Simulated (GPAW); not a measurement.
Runs of GPAW 26.7.0 on ZrO2. Symmetry: Fm-3m, No. 225, cubic system. The conventional cell has a = 5.090 Å, b = 5.090 Å, c = 5.090 Å, α = 90.00°, β = 90.00°, γ = 90.00°. Zr (site symmetry m-3m) has 8 O at 2.20 Å as nearest neighbours. Around O (site symmetry -43m) lie 4 Zr at 2.20 Å. Measurements of this composition are mostly on another form, of space group No. 14.

```tsv
task	level	potentials or basis	U	band path	band points	data set	gap on the mesh (eV)	pressure (GPa)	V0 of scaled cells (Å³/atom)	B0 (GPa)
band structure	LDA	PAW data sets generated in the run's folder for this functional, pw	-	GXWKGLUWLK,UX	60	-	3.33	(b)	-	-
equation of state	LDA	PAW data sets generated in the run's folder for this functional, pw	-	-	-	-	-	-	10.47	272
equation of state	SOGGA	PAW data sets generated in the run's folder for this functional, pw	-	-	-	-	-	-	(a)	256
band structure	LDA	JTH PAW 2.0, LDA, pw	-	GXWKGLUWLK,UX	80	O jth, Zr jth	3.33	(c)	-	-
band structure	PBE+U	GPAW PAW data sets (gpaw-data 1.2.1), pw	Zr d U = 6 eV	GXWKGLUWLK,UX	100	-	5.09	14.7	-	-
```

Alike in all rows: no spin polarisation; cell as given; k mesh 7 × 7 × 7; cutoff (eV) 800; smearing fermi-dirac 0.05 eV.

Q: Fill in the values left out.

A: (a) 10.73; (b) -12.1; (c) -10.4.

Caveats: the mesh misses the band edges, which the band path finds closer together (some runs); the program truncates these outside data sets (some runs).

A k mesh can miss the band edges, and the runs leave out spin-orbit coupling on Zr.
